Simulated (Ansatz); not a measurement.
# MnO2 (R-3m) in Ansatz: further runs

One crystal, MnO2, is run at these levels: PBEsol+U; tasks: relaxation of cell and atoms.

Everything below comes from runs of Ansatz 0.2.0. Logs are shortened: lines on timing, memory, paths and dates and some standing lists are left out, and cuts for length are marked.

### Step 1. The crystal as given

Symmetry: R-3m, No. 166, trigonal system. Conventional cell: a = 2.857 Å, b = 2.857 Å, c = 13.752 Å, α = 90.00°, β = 90.00°, γ = 120.00°. Around Mn (site symmetry -3m) lie 6 O at 1.90 Å. O (site symmetry 3m) is surrounded by 3 Mn at 1.90 Å.

Measurements of this composition are mostly on another form, of space group No. 136.

### Step 2. Relaxation of cell and atoms, PBEsol+U, collinear spin, ferromagnetic start

input.yaml reads:

```yaml
crystal:
  lattice:
    - [1.4284348394, 0.824707239, 4.5839315268]
    - [-1.4284348394, 0.824707239, 4.5839315268]
    - [0.0, -1.6494144781, 4.5839315268]
  atoms:
    - { symbol: Mn, position: [0.0, 0.0, 0.0], spin: 4.0 }
    - { symbol: O, position: [0.73563551, 0.73563551, 0.73563551] }
    - { symbol: O, position: [0.26436449, 0.26436449, 0.26436449] }
hamiltonian:
  xc: pbesol
  pseudopotentials: { kind: paw }
  hubbard: { sites: [{ species: Mn, l: d, u_eff: 1.0 }] }
magnetization:
  spin_polarized: true
kpoints:
  mp_grid: { grid: [11, 11, 11] }
scf:
  occupations: { method: fermi_dirac, width: 0.05 }
output:
  forces: true
  stress: true
  eigenvalues: true
relax:
  f_tol: 0.01
  max_steps: 40
  cell: { stress_tol: 0.05 }
```

Potentials or basis: Ansatz PAW.

The run is started by

```
> ansatz run input.yaml --threads 2 --pin off --max-ram 5632MiB --backend cpu --events-out ev --progress --plain --runs-dir out
```

Log:

```text
Warning: RAYON_NUM_THREADS=2 ignored (pool sized by the plan → 2); use --threads N
basis.fft_grid_basis auto: the FFT boxes are laid along the combinations [[1, 0, -1], [0, 1, -1], [0, 0, 1]] of the cell's own vectors, 2.857, 2.857 and 4.872 Å long. The dense box has 20×20×36 points. Along the cell's own vectors, as sized, it would have 36×36×36, 3.24 times as many. Of the 12 symmetry operations that the crystal satisfies within crystal.symmetry.tolerance (time reversal apart; of a slab, those that keep its plane) the dense box along the cell's own vectors carries 12, and the one as laid loses 8 of those. basis.fft_grid_basis: typed keeps the cell's own vectors: state it where this run's energies or levels are differenced outside the engine with another run's, or held beside a run that keeps those vectors.
Mn: projections on atomic orbitals take those of the free atom [Ne] 3s2 3p6 3d5 4s2, of charge +0.00 (hamiltonian.pseudopotentials.projection_atoms); the dataset's partial waves leave at most 9.0e-7 of an orbital's norm unspanned inside its sphere
O: projections on atomic orbitals take those of the free atom [He] 2s2 2p4, of charge +0.00 (hamiltonian.pseudopotentials.projection_atoms); the dataset's partial waves leave at most 1.9e-8 of an orbital's norm unspanned inside its sphere
Engine: ansatz 0.2.0, aarch64-unknown-linux-gnu
Pseudopotentials: kind: paw
Pseudopotential: Mn, paw, valence charge 15, recommended cutoff 420 eV (normal), Mn.paw.azcp
Pseudopotential: O, paw, valence charge 6, recommended cutoff 420 eV (normal), O.paw.azcp
Functional definition: PBEsol
  exchange = pbesol_x
  correlation = pbesol_c
Crystal: 3 atoms, lattice volume = 32.400 Å³
Basis set: ecut = 420 eV, 651 PW (Γ), FFT grids on a1−a3, a2−a3, a3, exchange–correlation on 40×40×72 points (8 copies of the dense FFT grid, shifted against one another)
Bands: 20, of which v1, the nominal top of the filled ones, is band 14 counted from 1 (13 counted from 0)
Symmetry: 12 space group operations
Space group: R-3m (ITA 166), of the structure as read, at distance tolerance 3.2e-5 Å
Magnetic group: BNS 166.97 (UNI 1327), of the structure as read, at distance tolerance 3.2e-5 Å
k-points: 146 of 1331
Non-local potential: Mn, projectors of the file, l = 0: 3, l = 1: 2, l = 2: 3, l = 3: 1
Non-local potential: O, projectors of the file, l = 0: 2, l = 1: 2, l = 2: 1
PAW form: soft (Blöchl's): semilocal exchange-correlation on the pseudo side does not see the compensation charge
PAW frozen core: Mn, regenerated for the run's functional, and the local potential with it (the file was generated under x = pbe(κ = 0.804, μ = 0.2195149727645171), c = pbe(β = 0.06672455060314922))
PAW frozen core: O, regenerated for the run's functional, and the local potential with it (the file was generated under x = pbe(κ = 0.804, μ = 0.2195149727645171), c = pbe(β = 0.06672455060314922))
PAW one-centre angular grid: Mn, 590 points (default); XC on 64 Gauss nodes
PAW one-centre angular grid: O, 110 points (default); XC on 64 Gauss nodes
Initial density: superposition of atomic densities (chi_scale 0.1, normalization cell, long waves kept (reshape's long-wave potential 0.12 eV rms))
Starting moments: Σ|m| = 4 μB on 1 of 3 sites
Initial wavefunctions: pseudopotential atomic-orbital guess
Functional: x = pbesol(κ = 0.804, μ = 0.12345679012345678), c = pbesol(β = 0.046)
SCF iter   1: F=—  HF=-4991.628356 eV  |F-HF|=—  |Δ(HF+E_count)|=         —  Δρ=1.85e-1 (↑1.02e-1 ↓1.85e-1)  dr2=2.77e1  dr2_m=8.53e-1  M=2.747 μB ∫|m|=2.823 μB  β_m=0.30  ethr=3.10e-3  ⟨swp⟩=5.8  Hψ=25507  notcnv=0
preconditioner: auto → none  [metal: Δε(μ)=0.005 eV  Ē_g=13.755 eV  σ=0.050 eV  W_gap=0.02  n_scr=8 (ndim 8)  ℏωp=28.4 eV  f_vac=0.071  D(μ)=2.51/eV (n_scr^D=28)  sad-step TF]
SCF iter   2: F=—  HF=-4989.834612 eV  |F-HF|=—  |Δ(HF+E_count)|=    1.79e0  Δρ=7.45e-2 (↑7.45e-2 ↓5.12e-2)  dr2=2.85e0  dr2_m=2.66e-1  M=3.000 μB ∫|m|=3.290 μB  β_m=0.30  ethr=3.10e-3  ⟨swp⟩=3.2  Hψ=15296  notcnv=0  defer=193
SCF iter   3: F=—  HF=-4989.478342 eV  |F-HF|=—  |Δ(HF+E_count)|=   3.56e-1  Δρ=3.97e-2 (↑3.97e-2 ↓2.38e-2)  dr2=5.19e-1  dr2_m=1.14e-1  M=3.000 μB ∫|m|=3.264 μB  β_m=0.30  ethr=3.10e-3  ⟨swp⟩=3.2  Hψ=12335  notcnv=0  defer=289
SCF iter   4: F=—  HF=-4989.537953 eV  |F-HF|=—  |Δ(HF+E_count)|=   5.96e-2  Δρ=1.79e-2 (↑1.79e-2 ↓1.25e-2)  dr2=2.58e-2  dr2_m=4.93e-2  M=3.000 μB ∫|m|=3.237 μB  β_m=0.30  ethr=1.92e-3  ⟨swp⟩=3.1  Hψ=10910  notcnv=0  defer=298
SCF iter   5: F=—  HF=-4989.611879 eV  |F-HF|=—  |Δ(HF+E_count)|=   7.39e-2  Δρ=1.33e-2 (↑1.33e-2 ↓8.34e-3)  dr2=2.97e-2  dr2_m=2.97e-2  M=3.000 μB ∫|m|=3.218 μB  β_m=0.30  ethr=9.57e-5  ⟨swp⟩=2.1  Hψ=10899  notcnv=0  defer=341
[... 291 lines left out ...]
SCF iter   6: F=—  HF=-4989.636015 eV  |F-HF|=—  |Δ(HF+E_count)|=   3.03e-2  Δρ=1.12e-2 (↑1.12e-2 ↓8.35e-3)  dr2=6.88e-3  dr2_m=2.96e-2  M=3.000 μB ∫|m|=3.170 μB  β_m=0.30  ethr=9.95e-5  ⟨swp⟩=2.0  Hψ=7123  notcnv=0  defer=380
SCF iter   7: F=—  HF=-4989.652085 eV  |F-HF|=—  |Δ(HF+E_count)|=   1.61e-2  Δρ=7.89e-3 (↑7.04e-3 ↓7.89e-3)  dr2=4.13e-4  dr2_m=1.76e-2  M=3.000 μB ∫|m|=3.155 μB  β_m=0.30  ethr=2.55e-5  ⟨swp⟩=2.7  Hψ=9178  notcnv=0  defer=380
Mixer restart at iter 7: flushing history
spin-set hold released at iteration 7 (site moments contracting): the magnetisation degrees of freedom join the quasi-Newton model from the next iteration; the mixer history was flushed
SCF iter   8: F=—  HF=-4989.661344 eV  |F-HF|=—  |Δ(HF+E_count)|=   9.26e-3  Δρ=6.73e-3 (↑6.73e-3 ↓5.48e-3)  dr2=9.26e-4  dr2_m=1.17e-2  M=3.000 μB ∫|m|=3.144 μB  β_m=0.65  ethr=1.53e-6  ⟨swp⟩=2.1  Hψ=10301  notcnv=0  defer=380
SCF iter   9: F=—  HF=-4989.696041 eV  |F-HF|=—  |Δ(HF+E_count)|=   3.47e-2  Δρ=1.30e-2 (↑9.44e-3 ↓1.30e-2)  dr2=1.68e-1  dr2_m=1.21e-3  M=3.000 μB ∫|m|=3.102 μB  β_m=0.19  ethr=1.53e-6  ⟨swp⟩=3.1  Hψ=13944  notcnv=0  defer=382  recentre
SCF iter  10: F=—  HF=-4989.670362 eV  |F-HF|=—  |Δ(HF+E_count)|=   2.57e-2  Δρ=3.63e-3 (↑3.63e-3 ↓3.59e-3)  dr2=7.81e-6  dr2_m=4.13e-3  M=3.000 μB ∫|m|=3.122 μB  β_m=0.55  ethr=1.53e-6  ⟨swp⟩=3.1  Hψ=14460  notcnv=0  defer=475
SCF iter  11: F=—  HF=-4989.674263 eV  |F-HF|=—  |Δ(HF+E_count)|=   3.90e-3  Δρ=4.23e-4 (↑1.67e-4 ↓4.23e-4)  dr2=4.04e-5  dr2_m=2.35e-5  M=3.000 μB ∫|m|=3.089 μB  β_m=0.65  ethr=2.89e-8  ⟨swp⟩=3.5  Hψ=15116  notcnv=0  defer=475
SCF iter  12: F=—  HF=-4989.674271 eV  |F-HF|=—  |Δ(HF+E_count)|=   7.40e-6  Δρ=7.29e-5 (↑3.58e-5 ↓7.29e-5)  dr2=5.88e-7  dr2_m=8.16e-7  M=3.000 μB ∫|m|=3.086 μB  β_m=0.74  ethr=2.89e-8  ⟨swp⟩=2.0  Hψ=9108  notcnv=0  defer=475
SCF iter  13: F=—  HF=-4989.674271 eV  |F-HF|=—  |Δ(HF+E_count)|=   7.56e-7  Δρ=3.12e-5 (↑3.12e-5 ↓1.21e-5)  dr2=2.65e-7  dr2_m=6.97e-8  M=3.000 μB ∫|m|=3.086 μB  β_m=0.69  ethr=2.18e-9  ⟨swp⟩=2.9  Hψ=10145  notcnv=0  defer=475
SCF iter  14: F=-4989.674271 eV  HF=-4989.674271 eV  |F-HF|=1.51e-9  |Δ(HF+E_count)|=   4.21e-8  Δρ=2.91e-6 (↑2.91e-6 ↓2.71e-6)  dr2=3.06e-10  dr2_m=2.24e-9  M=3.000 μB ∫|m|=3.086 μB  ethr=3.70e-10  ⟨swp⟩=1.3  Hψ=15864  notcnv=0
SCF 1 converged in 14 iterations: F = -4989.674271 eV  dr2 = 3.06e-10
a single-point calculation of the run's input, under the relaxation's own `scf.mixing.negative_modes` where the relaxation goes by `scf.lower_state_search: light` itself or types `scf.max_iter`, was made at the relaxed geometry, from the atoms, in 14 SCF iterations in all. It converged +0.0 meV from the relaxation's final energy, with moments (2.54, 0.02, 0.02 Bohr magnetons, atom by atom), which does not count as lower, and the relaxation's result stands. No further magnetic order was relaxed to its end, and one can end lower (see `relax.adjacent_minimum`).
SCF converged after 6 iterations
Magnetization: 3.0000 μB (15.0000 up, 12.0000 down)
Absolute magnetization: 3.0882 μB (∫|ρ↑−ρ↓|, with the PAW one-centre terms)
Spin contamination: 0.0476 ħ² per cell (⟨S²⟩ above its minimum at these occupations)
Per-site moments (μB) at R_I (Å): [(2.5415295917330054, 0.7831666945288708), (0.019937006498591158, 0.7831666945288708), (0.019937006498591384, 0.7831666945288711)]
Free energy (F): -4989.674271 eV
Harris-Foulkes:  -4989.674271 eV  (|F-HF|=4.27e-11)
Internal energy: -4989.674271 eV  (E = F + TS)
E sigma→0 (E₀):  -4989.674271 eV
Entropy (-TS):   -0.000000 eV (-0.000 meV/atom)
Fermi energy:    7.348485 eV
--- Per-component energies (eV) ---
  E_band       = -390.250622
  E_kinetic    = 648.360515
  E_local      = -3933.904674  (includes V_loc(G=0)·N_el)
  E_nonlocal   = 335.347415
  E_hartree    = 1625.290870
  E_xc         = -257.916662
  E_vxc        = -331.163190  (∫ρ·V_xc dr)
  E_hubbard    = 0.672908  (on-site DFT+U / exact-exchange correction)
  E_vhub       = -1.202735  (the Hubbard potential's part of the band-sum identity)
  E_paw        = -1569.234163  (= ΣΔE_a)
  E_vpaw       = -358.274490  (= ΣTr[D̂ρ^β])
  E_aug_tail   = 0.004796  (compensation charges beyond the density's cutoff)
  E_ewald      = -1838.535505
  E_core_change = 0.240226  (= ΣΔE_core)
  E_smearing   = -0.000000  (= −TS)
  E_closure    = 0.000000  (closes the sum)
  Σ components = -4989.674271   (vs F -4989.674271, Δ=0.00e0)
--- Forces (eV/Å), atoms counted from 1 ---
  atom   1  Mn    -0.00000000     0.00000000    -0.00000000
  atom   2  O      0.00000000    -0.00000000     0.00021583
  atom   3  O     -0.00000000     0.00000000    -0.00021583
  max |Σ_I F_I| component: 1.08e-30 eV/Å
--- Stress (GPa, compression-positive) ---
       -0.003731       0.000000      -0.000000
        0.000000      -0.003731      -0.000000
       -0.000000      -0.000000       0.034218
  P = ⅓ Tr σ = 0.0089 GPa (0.089 kbar)
--- Band table (eV; the first three rows and the last of 292) ---
  k-point 0 ↑: bands = ["-74.5108", "-43.2842", "-43.2805", "-43.2805", "-12.6677", "-10.3408", "0.4297", "0.7987", "0.7987", "4.0393", "4.0393", "5.5162", "5.5162", "5.5381", "6.3540", "9.8151", "9.8151", "13.7684", "17.0624", "20.4244"]
  k-point 1 ↑: bands = ["-74.5092", "-43.2943", "-43.2836", "-43.2820", "-12.5565", "-10.3732", "0.5569", "0.7600", "0.8962", "3.7441", "3.8221", "5.3387", "5.6708", "5.6953", "6.4062", "9.5390", "9.7489", "14.1387", "17.4647", "20.5085"]
  k-point 2 ↑: bands = ["-74.5050", "-43.3312", "-43.2920", "-43.2759", "-12.2473", "-10.4608", "0.6253", "0.9829", "1.1588", "2.9674", "3.4327", "5.1396", "5.8551", "5.9406", "6.3913", "8.9520", "9.6161", "15.0939", "18.4129", "20.7495"]
  k-point 145 ↓: bands = ["-71.2687", "-40.1824", "-40.1697", "-40.0020", "-12.3622", "-10.3817", "1.7371", "1.9453", "2.2600", "4.9407", "5.0982", "5.3105", "8.1347", "8.2246", "9.6823", "11.0461", "11.2450", "16.1530", "16.9071", "20.0063"]
--- Relaxed structure (13 steps of the walk, 13 accepted, 6 SCFs on fresh bases) ---
  F+E_penalty+E_count = -4989.67427125 eV   max|allowed force component| = 2.158e-4 eV/Å   (the final SCF, on the basis selected at the relaxed cell)
  cell:  # Å, volume = 34.6262 Å³
    - [1.4246452622264762, 0.8225193256282745, 4.924944384822703]
    - [-1.4246452622264762, 0.8225193256282745, 4.924944384822703]
    - [-1.3208954782095034e-33, -1.645038651310268, 4.924944384813731]
  atoms:
    - { symbol: Mn, position: [-1.8921786525873976e-19, -1.8921786525873957e-19, -1.8921786525551472e-19] }
    - { symbol: O, position: [0.7308217008640999, 0.7308217008640999, 0.7308217008640999] }
    - { symbol: O, position: [0.2691782991358999, 0.2691782991358999, 0.2691782991358999] }
```

Run time: 2.7 min. Hardware: 2 threads of Arm Neoverse V1, shared host; peak memory 0.5 GiB.

Results:

```
Free energy                            : -4989.6743 eV
Relaxed volume                         : 11.54 Å³/atom
Relaxed cell                           : a = 5.192 Å, b = 5.192 Å, c = 5.192 Å, α = 31.85°, β = 31.85°, γ = 31.85°
Space group after relaxing (to 0.05 Å) : R-3m (No. 166)
Energy gained by relaxing              : 2.2 meV/atom
Ionic steps                            : 20
Pressure after relaxing                : 0.0 GPa
Band gap on the k mesh                 : 1.35 eV, indirect (least direct gap 1.43 eV)
Net moment                             : 3.00 μB per cell
Absolute moment                        : 3.09 μB per cell
Site moments                           : Mn +2.54; O +0.02 μB
```

The path:
| step | energy change (eV) | largest force (eV/Å) | volume (Å³) |
| --- | --- | --- | --- |
| 1 | 0.0000 | 0.1140 | 32.40 |
| 2 | 0.0000 | 0.0360 | 32.91 |
| 3 | 0.0002 | 0.0097 | 33.04 |
| 4 | 0.0002 | 0.0021 | 33.03 |
| 5 | -0.0042 | 0.0026 | 33.03 |
| 6 | -0.0028 | 0.0000 | 33.47 |
| 7 | -0.0018 | 0.0013 | 33.65 |
| 8 | -0.0057 | 0.0017 | 33.65 |
| 9 | -0.0043 | 0.0020 | 33.97 |
| 10 | -0.0038 | 0.0103 | 34.06 |
| 11 | -0.0037 | 0.0006 | 34.08 |
| 12 | -0.0062 | 0.0007 | 34.08 |
| 13 | -0.0049 | 0.0000 | 34.36 |
| 14 | -0.0064 | 0.0001 | 34.36 |
| 15 | -0.0058 | 0.0002 | 34.47 |
| 16 | -0.0056 | 0.0001 | 34.52 |
| 17 | -0.0065 | 0.0002 | 34.52 |
| 18 | -0.0059 | 0.0002 | 34.63 |
| 19 | -0.0065 | 0.0002 | 34.63 |
| 20 | -0.0065 | 0.0002 | 34.63 |

Final structure:
```
Mn O
1.0
     1.42465    0.82252    4.92494
    -1.42465    0.82252    4.92494
     0.00000   -1.64504    4.92494
Mn O
1 2
Direct
  0.00000 0.00000 0.00000
  0.73082 0.73082 0.73082
  0.26918 0.26918 0.26918
```

Levels at points of the mesh, in eV from the valence-band top:
Spin up:
```tsv
k point	band 12	band 13	band 14	band 15	band 16	band 17	band 18	band 19
(0.00, 0.00, 0.00)	-1.14	-1.14	-1.12	-0.30	3.16	3.16	7.11	10.41
```
Spin down:
```tsv
k point	band 8	band 9	band 10	band 11	band 12	band 13	band 14	band 15	band 16	band 17
(0.00, 0.00, 0.00)	-4.79	-4.79	-1.10	-1.10	-1.01	1.35	1.35	2.97	4.65	4.65
```

Eigenvalues of the final occupation matrices:
| site | spin | trace | eigenvalues |
| --- | --- | --- | --- |
| site 1 | 1 | 3.99 | 0.51 0.51 0.99 0.99 0.99 |
| site 1 | 2 | 1.11 | 0.14 0.14 0.14 0.34 0.34 |

Caveat: the magnetic or orbital state may not be the lowest; odd divisions of the mesh miss points on the zone boundary, where band edges often lie, so the gap on the mesh can be too wide; the plane-wave basis is chosen anew once the cell has moved, so the energies of steps on either side of that aren't comparable; the pressure holds a Pulay correction of +0.8 GPa for the finite cutoff; a cell with one magnetic atom can't hold antiferromagnetic order, which such compounds often take; the PAW data sets come from PBE, with cores solved anew for the run's functional, which leaves a small shift of forces and pressure. A k mesh can miss the band edges.

### Step 3. Relaxation of cell and atoms, PBEsol+U, collinear spin, ferromagnetic start

Changes to input.yaml since step 2:

```diff
@@ -12,3 +12,3 @@
   pseudopotentials: { kind: paw }
-  hubbard: { sites: [{ species: Mn, l: d, u_eff: 1.0 }] }
+  hubbard: { sites: [{ species: Mn, l: d, u_eff: 2.0 }] }
 magnetization:
@@ -23,2 +23,6 @@
   eigenvalues: true
+  write_density: true
+  write_potential: true
+  elf: true
+  volumetric_format: npy
 relax:
```

Potentials or basis: Ansatz PAW.

The run is started by

```
> ansatz run input.yaml --threads 2 --pin off --max-ram 5632MiB --backend cpu --events-out ev --progress --plain --runs-dir out
```

Run time: 2.9 min. Hardware: 2 threads of Arm Neoverse V1, shared host; peak memory 0.51 GiB.

Results (log left out):

* Free energy: -4989.0116 eV
* Relaxed volume: 11.55 Å³/atom
* Relaxed cell: a = 5.166 Å, b = 5.166 Å, c = 5.166 Å, α = 32.12°, β = 32.12°, γ = 32.12°
* Space group after relaxing (to 0.05 Å): R-3m (No. 166)
* Energy gained by relaxing: 1.8 meV/atom
* Ionic steps: 19
* Pressure after relaxing: 0.0 GPa
* Band gap on the k mesh: 1.92 eV, indirect (least direct gap 2.03 eV)
* Net moment: 3.00 μB per cell
* Absolute moment: 3.20 μB per cell
* Site moments: Mn +2.62; O -0.02 μB

The path:
```tsv
step	energy change (eV)	largest force (eV/Å)	volume (Å³)
1	0.0000	0.0552	32.40
2	0.0011	0.0058	33.03
3	0.0016	0.0052	33.16
4	0.0016	0.0007	33.17
5	-0.0033	0.0012	33.17
6	-0.0020	0.0161	33.56
7	-0.0009	0.0061	33.78
8	-0.0009	0.0007	33.77
9	-0.0047	0.0005	33.77
10	-0.0033	0.0000	34.10
11	-0.0029	0.0004	34.18
12	-0.0052	0.0006	34.18
13	-0.0042	0.0001	34.40
14	-0.0053	0.0001	34.40
15	-0.0047	0.0000	34.53
16	-0.0054	0.0000	34.53
17	-0.0048	0.0004	34.65
18	-0.0055	0.0004	34.65
19	-0.0055	0.0004	34.65
```

Final structure:
```yaml
crystal:
  lattice:
    - [1.42936, 0.82524, 4.89552]
    - [-1.42936, 0.82524, 4.89552]
    - [0.00000, -1.65048, 4.89552]
  atoms:
    - { symbol: Mn, position: [0.00000, 0.00000, 0.00000] }
    - { symbol: O, position: [0.73112, 0.73112, 0.73112] }
    - { symbol: O, position: [0.26888, 0.26888, 0.26888] }
```

Levels at points of the mesh, in eV from the valence-band top:
Spin up:
```tsv
k point	band 11	band 12	band 13	band 14	band 15	band 16	band 17	band 18	band 19	band 20
(0.00, 0.00, 0.00)	-2.91	-0.85	-0.85	-0.79	-0.37	3.30	3.30	7.32	10.58	14.08
```
Spin down:
```tsv
k point	band 10	band 11	band 12	band 13	band 14	band 15
(0.00, 0.00, 0.00)	-0.88	-0.88	-0.76	1.92	1.92	3.46
```

Eigenvalues of the final occupation matrices:
| site | spin | trace | eigenvalues |
| --- | --- | --- | --- |
| site 1 | 1 | 4.02 | 0.52 0.52 0.99 0.99 0.99 |
| site 1 | 2 | 1.05 | 0.12 0.13 0.13 0.33 0.33 |

Caveat: the magnetic or orbital state may not be the lowest; odd divisions of the mesh miss points on the zone boundary, where band edges often lie, so the gap on the mesh can be too wide; the plane-wave basis is chosen anew once the cell has moved, so the energies of steps on either side of that aren't comparable; the pressure holds a Pulay correction of +0.8 GPa for the finite cutoff; a cell with one magnetic atom can't hold antiferromagnetic order, which such compounds often take; the PAW data sets come from PBE, with cores solved anew for the run's functional, which leaves a small shift of forces and pressure.

[end of part 1 of 2]
